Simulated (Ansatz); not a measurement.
# BaTiO3 (P4mm): band gap by G0W0 on PBE, part 2 of 2

Aim: the quasiparticle gap of BaTiO3 (P4mm), starting from PBE.

Ansatz 0.2.0; PBE, then G0W0 on it, plane waves, PAW. Known limits of the many-body steps: finite bands, screening cutoff and k mesh; no spin-orbit coupling in G0W0.

So far. Step 2 (Bands along the symmetry lines): Over mesh and path the gap is 1.861 eV, from k = (0.500, 0.500, 0.500) to k = Γ. The least direct gap found is 2.207 eV, at k = Γ.

In doubt: masses and optical values from hybrid runs of this build are listed as unsure (in some of the runs), which bears on the screening that GW takes from such a start.

## Step 3: The quasiparticle correction

G0W0 replaces the xc potential by a self-energy built once from the orbitals of the start. Levels are corrected in the window of bands that the input names, at points of the mesh.

This step: G0W0 on PBE, plane waves, PAW.

File input.yaml:

```yaml
crystal:
  lattice:
    - [3.99048, 0.0, 0.0]
    - [0.0, 3.99048, 0.0]
    - [0.0, 0.0, 4.02303]
  atoms:
    - { symbol: Ba, position: [0.0, 0.0, 0.0] }
    - { symbol: Ti, position: [0.5, 0.5, 0.522] }
    - { symbol: O, position: [0.5, 0.5, 0.979] }
    - { symbol: O, position: [0.5, 0.0, 0.488] }
    - { symbol: O, position: [0.0, 0.5, 0.488] }
kpoints:
  mp_grid: { grid: [4, 4, 4] }
hamiltonian:
  xc: pbe
scf:
  occupations: { method: fixed }
gw:
  n_empty_bands: 411
  ecut_chi: 200.0
  qp_bands: [v2, c2]
  qp_kpoints: band_edges
  screening: { model: contour_deformation }
```

The run is started by

```console
> ansatz run input.yaml --threads 3 --pin off --max-ram 92160MiB --backend cuda --events-out ev --progress --plain --runs-dir out --devices 1 --max-vram 13GiB
```

Numbers of over 12 decimals in the logs are rounded to 6 here.

The program printed:

```text
GPUs: using 1 of 1 available (devices: 1).
[...]
GPU FFT provider: cuFFT
GPU libraries: cuBLAS 13.8.2, cuFFT 12.4.0, cuSOLVER 12.3.4
Crystal: 5 atoms, lattice volume = 64.062 Å³
Basis set: ecut = 420 eV, 1245 PW (Γ)
Bands: 25, of which v1, the nominal top of the filled ones, is band 20 counted from 1 (19 counted from 0)
Symmetry: 8 space group operations
[...]
k-points: 18 of 64 (time reversal used)
[...]
GPU buffer pool allocated for 19683 grid points (all kernels)
[...]
SCF iter   1: F=—  HF=-10159.571982 eV  |F-HF|=—  |Δ(HF+E_count)|=         —  Δρ=1.34e-3  dr2=5.52e-4  ethr=1.77e-3  ⟨swp⟩=4.3  Hψ=1920  notcnv=0  defer=19
[...]
SCF iter   7: F=-10159.572460 eV  HF=-10159.572460 eV  |F-HF|=4.01e-9  |Δ(HF+E_count)|=   4.38e-8  Δρ=3.69e-6  dr2=9.00e-9  ethr=2.50e-10  ⟨swp⟩=8.0  Hψ=1789  notcnv=0
SCF 1 converged in 7 iterations: F = -10159.572460 eV  dr2 = 9.00e-9
[...]
NSCF: frozen V_eff on 18 k-points, pencils in batches of 32, up to order 100
the band table was solved once the SCF had ended and its energy, with any forces and stress, was formed, with the checks that follow a solve (1968 applications of the Hamiltonian). They found nothing against the state; the energy, forces and stress were not computed again (output.eigenvalues in the input reference)
[...]
NSCF: frozen V_eff on 18 k-points
G₀W₀ screening: q 1/18
[... further progress lines ...]
SCF converged after 7 iterations
Free energy (F): -10159.572460 eV
[...]
Internal energy: -10159.572460 eV  (E = F + TS)
E sigma→0 (E₀):  -10159.572460 eV
Fermi energy:    10.401152 eV
[...]
--- Band table (eV; the first three rows and the last of 18) ---
  k-point 0: bands = [... 16 lower, 9.2045, 9.9824, 10.0558, 10.0558, 12.2569, 12.6243, 12.6243, 14.5043, ... 1 higher]
  k-point 1: bands = [... 16 lower, 8.8021, 9.1070, 9.8808, 9.8808, 12.3201, 13.3860, 13.3860, 14.5019, ... 1 higher]
  k-point 2: bands = [... 16 lower, 8.4624, 8.4875, 9.7218, 9.7218, 12.3859, 14.0720, 14.0720, 14.5024, ... 1 higher]
  k-point 17: bands = [... 16 lower, 8.0166, 10.2263, 10.2263, 10.4012, 14.6387, 14.6512, 14.6512, 16.9142, ... 1 higher]
--- G₀W₀: contour deformation, 7 samples at zero and on the imaginary axis and 2 off it, 64 q-points, 411 empty bands' worth ---
  eigenvalues of the whole cell's RPA ε∞ on this k-mesh (on a slab, of 1 + 4πα/V) = 5.6357, 6.2449, 6.2449; static W/v taken at q = 0 is 0.165509
  bands read: the sum over 431 bands ends inside a degenerate multiplet in 4 slots, whose members it reads at an even weight; the widest, k=0: bands 431 to 432 (counted from 1) at 1/2 each
  gw.qp_kpoints: band_edges: 12 of 18 stored k-points solved, in 1 pass; an edge of the gap read off the rows below is read off those points alone
    valence top: of the k-points left out ik 13 came nearest to being solved in a further pass, in band 20 (counted from 1, as in the quasiparticle table): it holds the edge there only if its correction is more favourable than any solved in that band by at least 0.527 eV; those differ by 0.055 eV
    conduction bottom: of the k-points left out ik 4 came nearest to being solved in a further pass, in band 21 (counted from 1, as in the quasiparticle table): it holds the edge there only if its correction is more favourable than any solved in that band by at least 0.949 eV; those differ by 0.076 eV
    ik  band        ε_KS         Σx   Σc(E_QP)       V_xc       Z   E_QP_lin       E_QP  E_QP is
     0    19     10.0558   -25.5905     4.0384   -21.0461  0.7210     9.5447     9.5499  root
     0    20     10.0558   -25.5905     4.0384   -21.0461  0.7210     9.5447     9.5499  root
     0    21     12.2569   -12.5402    -6.6531   -20.2093  0.7339    13.2936    13.2730  root
     0    22     12.6243   -13.2576    -6.2205   -20.4864  0.7320    13.6529    13.6326  root
     1    19      9.8808   -25.6843     4.2342   -20.9172  0.7192     9.3419     9.3479  root
     1    20      9.8808   -25.6843     4.2342   -20.9172  0.7192     9.3419     9.3479  root
     1    21     12.3201   -12.6672    -6.7482   -20.4521  0.7312    13.3788    13.3568  root
     1    22     13.3860   -14.1315    -6.6022   -21.7920  0.7125    14.4719    14.4444  root
     2    19      9.7218   -25.7490     4.3823   -20.8096  0.7181     9.1578     9.1647  root
     2    20      9.7218   -25.7490     4.3823   -20.8096  0.7181     9.1578     9.1647  root
     2    21     12.3859   -12.8077    -6.8513   -20.7176  0.7283    13.4682    13.4446  root
     2    22     14.0720   -14.7309    -7.1888   -23.0247  0.6908    15.2152    15.1769  root
     3    19      9.6195   -25.1468     3.8281   -20.8148  0.7203     9.1101     9.1155  root
     3    20      9.7597   -25.8114     4.2111   -21.0749  0.7195     9.2284     9.2343  root
     3    21     12.6691   -13.3151    -6.3493   -20.6926  0.7298    13.7188    13.6972  root
     3    22     13.2008   -14.0373    -6.6650   -21.7242  0.7109    14.2483    14.2226  root
     6    19      9.3038   -25.4050     4.0724   -20.7792  0.7194     8.7436     8.7504  root
     6    20      9.4649   -25.8933     4.3753   -20.9637  0.7171     8.9036     8.9106  root
     6    21     12.7286   -13.3810    -6.5209   -20.9589  0.7267    13.8093    13.7856  root
     6    22     13.9614   -14.6777    -7.2055   -22.9345  0.6875    15.0498    15.0128  root
     8    19      9.5289   -25.2111     4.5300   -20.0947  0.7076     8.9333     8.9426  root
     8    20     10.1779   -25.7096     4.5434   -20.6254  0.7138     9.6308     9.6372  root
     8    21     14.0010   -14.6969    -7.3218   -23.0768  0.6853    15.0973    15.0592  root
     8    22     14.0963   -14.7060    -7.2925   -23.1084  0.6894    15.2454    15.2062  root
     9    19      9.4985   -25.4779     4.2572   -20.6655  0.7192     8.9364     8.9433  root
     9    20      9.9119   -25.4388     4.4450   -20.4562  0.7111     9.3675     9.3744  root
     9    21     13.1507   -13.7235    -6.7308   -21.5276  0.7190    14.2508    14.2241  root
     9    22     13.3760   -14.3013    -6.6622   -22.0315  0.7107    14.4723    14.4440  root
    12    19      9.3125   -25.3182     4.4216   -20.3091  0.7157     8.7168     8.7251  root
    12    20      9.9181   -25.2333     4.5191   -20.1748  0.7083     9.3715     9.3787  root
    12    21     13.2891   -14.0378    -6.7746   -21.8975  0.7139    14.4029    14.3743  root
    12    22     14.0404   -14.7005    -7.2263   -23.0146  0.6899    15.1658    15.1282  root
    14    19      9.8843   -25.2588     4.5839   -20.1273  0.7080     9.3293     9.3368  root
    14    20     10.2023   -25.7680     4.5438   -20.6912  0.7139     9.6632     9.6693  root
    14    21     14.2898   -14.6249    -7.5640   -23.2448  0.6790    15.3870    15.3457  root
    14    22     14.3103   -14.7175    -7.4457   -23.2686  0.6844    15.4567    15.4157  root
    15    19      9.3428   -25.2163     4.4464   -20.1479  0.7142     8.7112     8.7209  root
    15    20     10.3534   -25.7673     4.5842   -20.6660  0.7112     9.8304     9.8363  root
    15    21     14.0618   -14.7743    -7.2156   -23.0808  0.6895    15.1907    15.1527  root
    15    22     14.0618   -14.7743    -7.2156   -23.0808  0.6895    15.1907    15.1527  root
    16    19      9.6967   -25.2101     4.5269   -20.1070  0.7121     9.1125     9.1205  root
    16    20     10.3769   -25.8262     4.5830   -20.7336  0.7113     9.8616     9.8673  root
    16    21     14.3347   -14.7481    -7.4367   -23.2771  0.6826    15.4675    15.4270  root
    16    22     14.3347   -14.7481    -7.4367   -23.2771  0.6826    15.4675    15.4270  root
    17    19     10.2263   -25.8266     4.5438   -20.7575  0.7140     9.6951     9.7010  root
    17    20     10.4012   -25.8870     4.5827   -20.8018  0.7115     9.8931     9.8986  root
    17    21     14.6387   -14.6074    -7.9654   -23.6292  0.6656    15.7405    15.6951  root
    17    22     14.6512   -14.7347    -7.7972   -23.6315  0.6723    15.7975    15.7508  root
```

It took 36 s on 1 × NVIDIA H100 80GB HBM3 (shared by 6 runs) with 3 threads of AMD EPYC 7R13 (Zen 3), shared host; peak memory 1.8 GiB; 49 s of CPU time.

Numbers from this step:

```
bands summed                                    : 431
RPA ε∞ on this mesh (eigenvalues)               : 5.636, 6.245, 6.245
plane waves in the screening matrix             : 437
q-points in the mesh                            : 64
G0W0 gap over the corrected points              : 3.374 eV
k of the valence top                            : -0.5, -0.5, -0.5
k of the conduction bottom                      : 0, 0, 0
starting gap on the mesh                        : 1.856 eV
Z at the valence top                            : 0.7115
Z at the conduction bottom                      : 0.7339
least direct G0W0 gap over the corrected points : 3.723 eV
```

Over 12 of 18 irreducible mesh points the G0W0 gap is 3.374 eV, from k = (-0.500, -0.500, -0.500) to k = Γ. The PBE gap of this run on the mesh is 1.856 eV. The two states that bound the G0W0 gap lie that far apart at the start, so the correction of the gap is 3.374 − 1.856 = +1.518 eV. The start of this run differs from the step before in mesh (6×6×6 and 4×4×4).

Labels follow the order of the start: v1 is the top filled band, c1 the lowest empty one; levels that stay degenerate share a row, the window can cut a multiplet, doubted levels are not marked in this list, bands outside the window were not corrected, and the list may be a part of the corrected levels. The levels before and after the correction (eV, zero at the valence-band top of each column):

```tsv
	conduction bottom	valence top
Kohn-Sham	1.86	0.00
G0W0	3.37	0.00
```

```tsv
	level	occupation	energy (eV)
Kohn-Sham	Γ v2-v1	2	-0.345
Kohn-Sham	Γ c1	0	1.856
Kohn-Sham	Γ c2	0	2.223
Kohn-Sham	(-0.5 -0.5 -0.5) v2	2	-0.175
Kohn-Sham	(-0.5 -0.5 -0.5) v1	2	0.000
Kohn-Sham	(-0.5 -0.5 -0.5) c1	0	4.237
Kohn-Sham	(-0.5 -0.5 -0.5) c2	0	4.250
G0W0	Γ v2-v1	2	-0.349
G0W0	Γ c1	0	3.374
G0W0	Γ c2	0	3.734
G0W0	(-0.5 -0.5 -0.5) v2	2	-0.198
G0W0	(-0.5 -0.5 -0.5) v1	2	0.000
G0W0	(-0.5 -0.5 -0.5) c1	0	5.797
G0W0	(-0.5 -0.5 -0.5) c2	0	5.852
```

The parts of the quasiparticle energy for the two states that bound the G0W0 gap, in eV on the run's own scale (QP = start + Σx + Σc − Vxc, with Σc at the quasiparticle energy):

```tsv
edge	k	band	start	Σx	Σc	Vxc	Z	QP
valence top	(-0.500, -0.500, -0.500)	20	10.401	−25.887	4.583	−20.802	0.712	9.899
conduction bottom	Γ	21	12.257	−12.540	−6.653	−20.209	0.734	13.273
```

## Step 4: Spin-orbit coupling

This run has two-component orbitals with spin-orbit coupling.

This step: DFT, PBE with spin-orbit coupling, plane waves, PAW.

input.yaml, the sections that differ from step 3:

```yaml
kpoints:
  mp_grid: { grid: [6, 6, 6] }
  band_path:
    path:
      - [0.0, 0.0, 0.0]
      - [0.0, 0.5, 0.0]
      - [0.5, 0.5, 0.0]
      - [0.0, 0.0, 0.5]
      - [0.0, 0.5, 0.5]
      - [0.5, 0.5, 0.5]
    npoints: 1
scf:
  occupations: { method: fixed }
  n_extra_bands: 10
magnetization:
  noncollinear: true
  spin_orbit: true
output:
  eigenvalues: true
  forces: true
  stress: true
  write_density: true
  write_potential: true
  elf: true
  volumetric_format: npy
# crystal, hamiltonian: as in step 3
# gw: removed
```

The program printed:

```text
[...]
GPUs: using 1 of 1 available (devices: 1).
[...]
non-collinear run that drives no moment, with spin-orbit: no starting moment large enough to seed its density (crystal.atoms[].spin), no starting occupations that ask for one, no magnetisation constraint and no magnetic field, so the semilocal B_xc is pinned to zero
[...]
GPU FFT provider: cuFFT
GPU libraries: cuBLAS 13.8.2, cuFFT 12.4.0, cuSOLVER 12.3.4
Crystal: 5 atoms, lattice volume = 64.062 Å³
Basis set: ecut = 420 eV, 1245 PW (Γ), exchange–correlation on 54×54×54 points (8 copies of the dense FFT grid, shifted against one another)
Bands: 50, of which v1, the nominal top of the filled ones, is band 40 counted from 1 (39 counted from 0)
Symmetry: 8 space group operations + 8 with time reversal
[...]
k-points: 40 of 216 (time reversal used)
Projection manifold: j_resolved (fully-relativistic pseudo-atomic orbitals)
[...]
GPU buffer pool allocated for 19683 grid points (all kernels)
[...]
SCF iter   1: F=—  HF=-10164.740938 eV  |F-HF|=—  |Δ(HF+E_count)|=         —  Δρ=4.98e-2  dr2=1.79e0  dr2_m=0.00e0 (ungated)  ethr=3.10e-3  |M|=0.00e0 ∫|m|=0.00e0 μB  |m|>n=0.0e0 m-floor=0.0e0 τ_xc=0.0e0  β_m=0.30  ⟨swp⟩=4.6  Hψ=8633  notcnv=0  defer=189
[...]
spin=Noncollinear: Resta preconditioning applied to the charge; magnetization (m_x, m_y, m_z) channels mix plain (no charge-response kernel on spin).
[...]
SCF converged after 10 iterations
Magnetization: |M| = 0.0000 μB,  M = (+0.0000, +0.0000, +0.0000) μB
Absolute magnetization: 0.0000 μB (∫|m|)
  site 0: m = (+0.0000, +0.0000, +0.0000) μB, |m| = 0.0000 μB  (R = 1.15 Å)
  site 1: m = (+0.0000, +0.0000, +0.0000) μB, |m| = 0.0000 μB  (R = 0.76 Å)
  site 2: m = (+0.0000, +0.0000, +0.0000) μB, |m| = 0.0000 μB  (R = 0.76 Å)
  site 3: m = (+0.0000, +0.0000, +0.0000) μB, |m| = 0.0000 μB  (R = 0.82 Å)
  site 4: m = (+0.0000, +0.0000, +0.0000) μB, |m| = 0.0000 μB  (R = 0.82 Å)
Free energy (F): -10164.413112 eV
[...]
Internal energy: -10164.413112 eV  (E = F + TS)
E sigma→0 (E₀):  -10164.413112 eV
Fermi energy:    10.399324 eV
[...]
--- Forces (eV/Å), atoms counted from 1 ---
  atom   1  Ba     0.00000000    -0.00000000     0.14894508
  atom   2  Ti    -0.00000000    -0.00000000    -0.19006578
  atom   3  O      0.00000000    -0.00000000     0.01323794
  atom   4  O      0.00000000     0.00000000     0.01392622
  atom   5  O     -0.00000000     0.00000000     0.01392622
  max |Σ_I F_I| component: 3.03e-5 eV/Å
--- Stress (GPa, compression-positive) ---
        3.223393       0.000000       0.000000
        0.000000       3.223393       0.000000
        0.000000       0.000000       5.505681
  P = ⅓ Tr σ = 3.9842 GPa (39.842 kbar)
--- Band table (eV; the first three rows and the last of 40) ---
  k-point 0: bands = [... 36 lower, 10.0623, 10.0623, 10.0979, 10.0979, 12.2603, 12.2603, 12.6149, 12.6149, ... 6 higher]
  k-point 1: bands = [... 36 lower, 9.9373, 9.9373, 10.0029, 10.0029, 12.2919, 12.2919, 13.0104, 13.0104, ... 6 higher]
  k-point 2: bands = [... 36 lower, 9.7742, 9.7742, 9.8211, 9.8211, 12.3565, 12.3565, 13.7243, 13.7243, ... 6 higher]
  k-point 39: bands = [... 36 lower, 10.2282, 10.2282, 10.3993, 10.3993, 14.6405, 14.6405, 14.6499, 14.6499, ... 6 higher]
```

Elapsed: 18 s, on 1 × NVIDIA H100 80GB HBM3 (shared by 6 runs) with 3 threads; peak memory 1.1 GiB.

This step gave:

| Property | Result |
| --- | --- |
| pressure | 3.984 GPa |
| gap | 1.861 eV |
| valence top at | A |
| conduction bottom at | Γ |
| least direct gap | 2.162 eV |

Over mesh and listed points the gap is 1.861 eV, from k = (0.500, 0.500, 0.500) to k = Γ. The least direct gap found is 2.162 eV, at k = Γ. PBE+SOC against PBE: 1.861 − 1.861 = +0.000 eV, with the same mesh, set of files (read in its fully relativistic form for the spin-orbit run) and cutoff, and both edges at the same k points. The spin-orbit run sees mesh and listed points alone, so its gap is an upper bound: the coupling can move an edge off these points, the more so as this crystal has no centre of inversion, and the change over the zone, its sign included where it is small, is not known.

## Step 5: The runs together

Each gap is the least one over the points named; times are wall times on shared hosts, not benchmarks. A G0W0 time includes the run's own self-consistent start. Runs with listed points see these and the mesh alone, so an edge that moves elsewhere is missed. Rows marked * are further runs, not shown as steps, whose inputs differ from the G0W0 step on the same start in the columns given; solver thresholds can differ too. Symmetry makes (0.500, 0.500, 0.500) and (-0.500, -0.500, -0.500) one point.

```tsv
level	mesh	files, cutoff	bands summed, screening	points	gap (eV)	valence top	conduction bottom	least direct gap (eV)	time
PBE	6×6×6	soft_2 PAW, 420 eV	-	mesh and path	1.861	(0.500, 0.500, 0.500)	Γ	2.207	11 s
PBE+SOC	6×6×6	soft_2 PAW, 420 eV	-	mesh and listed points	1.861	(0.500, 0.500, 0.500)	Γ	2.162	18 s
G0W0@PBE*	4×4×4	soft_2 PAW, 420 eV	87, 60 eV	12 of 18 irreducible mesh points	3.467	(-0.500, -0.500, -0.500)	Γ	3.775	20 s
G0W0@PBE*	4×4×4	soft_2 PAW, 420 eV	211, 120 eV	12 of 18 irreducible mesh points	3.326	(-0.500, -0.500, -0.500)	Γ	3.666	21 s
G0W0@PBE	4×4×4	soft_2 PAW, 420 eV	431, 200 eV	12 of 18 irreducible mesh points	3.374	(-0.500, -0.500, -0.500)	Γ	3.723	36 s
G0W0@PBE*	4×4×4	soft_2 PAW, 420 eV	211, 120 eV, plasmon pole	12 of 18 irreducible mesh points	3.316	(-0.500, -0.500, -0.500)	Γ	3.664	28 s
```

## Step 6: What came out

- PBE gap over mesh and path: 1.861 eV, from k = (0.500, 0.500, 0.500) to k = Γ
- G0W0@PBE gap over 12 of 18 irreducible mesh points: 3.374 eV, from k = (-0.500, -0.500, -0.500) to k = Γ
- PBE+SOC gap over mesh and listed points: 1.861 eV
- GW settings: 4×4×4 mesh, 411 empty bands, screening to 200 eV
- known limits: finite bands, screening cutoff and k mesh; no spin-orbit coupling in G0W0

Over 12 of 18 irreducible mesh points the G0W0 gap is 3.374 eV, from k = (-0.500, -0.500, -0.500) to k = Γ. The PBE gap of this run on the mesh is 1.856 eV. The two states that bound the G0W0 gap lie that far apart at the start, so the correction of the gap is 3.374 − 1.856 = +1.518 eV. The valence state moves by 9.899 − 10.401 = −0.502 eV and the conduction state by 13.273 − 12.257 = +1.016 eV, on the run's own scale; with 87 bands the edge states move by +0.033 and +1.644 eV, so the split between the edges depends on the bands and cutoff. Both edges that PBE shows over mesh and path lie at k points where levels were corrected. Levels at other points were not corrected, so a lower G0W0 gap elsewhere in the zone is not ruled out. From 87 bands and 60 eV to 431 bands and 200 eV the gap moves by 3.374 − 3.467 = −0.093 eV (rung by rung 3.467, 3.326, 3.374 eV); bands and screening cutoff rise together, so their parts are not told apart. The gap turns back along the series (3.467, 3.326, 3.374 eV), so no line is drawn and the limit is not known. With the plasmon pole model in place of the contour deformation model and all else as in the G0W0@PBE row with 211 bands, the gap differs by 3.316 − 3.326 = −0.010 eV. G0W0 on other starts in this series, not shown as steps and not all at these settings: 3.586 eV on HSE06 (4×4×4, soft_2 PAW, 211 bands, 120 eV) and 3.849 eV on PBE0 (4×4×4, soft_2 PAW, 211 bands, 120 eV). PBE+SOC against PBE: 1.861 − 1.861 = +0.000 eV, with the same mesh, set of files (read in its fully relativistic form for the spin-orbit run) and cutoff, and both edges at the same k points. The spin-orbit run sees mesh and listed points alone, so its gap is an upper bound: the coupling can move an edge off these points, the more so as this crystal has no centre of inversion, and the change over the zone, its sign included where it is small, is not known. What spin-orbit coupling does to the G0W0 levels was not computed, so no sum with the G0W0 gap is formed. The G0W0 runs are scalar-relativistic. No pair of G0W0 runs that differ in the mesh alone is shown (4×4×4 is a supercell whose nearest images lie 16 Å apart), so the error from the mesh is not known here. G0W0@PBE runs of this series with other atomic data on the same mesh, not shown as steps, give 3.328 eV (hard PAW, 930 eV, 211 bands, screening to 120 eV; the table's row with the same empty bands and screening cutoff has 3.326 eV); where bands and cutoffs differ too, the part of the files is not isolated.

[Paths, hosts, dates, memory and timing lines, banners, echoed tables and standing remarks are left out of the program output.]

[Logs are printed without paths, hosts, clocks, repeated set-up lines and the standing remarks that a program may print on its own settings, such as how far it seeks lower states.]

[Runs of the session that timed out or met a known fault of the program may be left out.]

[Cells called generated may have been cut or substituted from an entry of the Crystallography Open Database or the Materials Project.]

[Hosts, paths, dates, database ids (printed as entryN), source tags and the programs' standing remarks are cut or masked in the printed files.]

[Where an RPA ε∞ is given, it is that of the G0W0 mesh and is not shown converged in it. Names of k-points follow the symmetry that the program found, which can be lower than the space group named. Band edges on a path are those of the sampled points; other points can move an edge, and change direct to indirect where valleys lie close.]

[Hybrid gaps are those of their k-mesh and are not shown converged in it.]
